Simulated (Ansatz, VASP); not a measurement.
# Two plane-wave programs on PbS

INCAR

```
ALGO = Normal
EDIFF = 1E-6
ENCUT = 520
GGA = CA
ISIF = 2
ISMEAR = 0
LASPH = True
LCHARG = False
LREAL = False
LWAVE = False
NBANDS = 17
NELM = 100
PREC = Accurate
SIGMA = 0.01
```

The input KPOINTS:

```
k-points
0
Gamma
  5 5 5
```

POSCAR

```
PbS
1.0
    2.1126617100      1.2197458000      3.4519162500
   -2.1126617100      1.2197458000      3.4519162500
    0.0000000000     -2.4394916100      3.4519162500
Pb S
1 1
Direct
    0.9805657800      0.9805657800      0.9805657800
    0.4750355500      0.4750355500      0.4750355500
```

Input for Ansatz:

```yaml
crystal:
  lattice:
    - [2.11266171, 1.2197458, 3.45191625]
    - [-2.11266171, 1.2197458, 3.45191625]
    - [0.0, -2.43949161, 3.45191625]
  atoms:
    - { symbol: Pb, position: [0.98056578, 0.98056578, 0.98056578] }
    - { symbol: S, position: [0.47503555, 0.47503555, 0.47503555] }
basis:
  ecutwfc: 470.0
kpoints:
  mp_grid:
    grid: [5, 5, 5]
hamiltonian:
  xc: lda
  pseudopotentials:
    kind: paw
scf:
  occupations:
    method: fixed
output:
  stress: true
```

The cell is a database's computed one.

Alike in both runs: task single point; functional LDA; k mesh 5 × 5 × 5; no spin polarisation.

```csv
,VASP,Ansatz
version,VASP 6.6.1,Ansatz 0.2.0
potentials or method,"VASP PAW LDA potentials, release 64 (Pb_d, S)","plane waves, PAW"
plane-wave cutoff (eV),520,470
occupations,"gaussian, width 0.01 eV",fixed
valence electrons in the cell,20,20
```

|  | VASP | Ansatz | Ansatz less VASP |
| --- | --- | --- | --- |
| pressure (GPa) | -3.9 | -3.9 | -0.03 |

Spin-orbit coupling is left out, which matters for the levels of Pb.
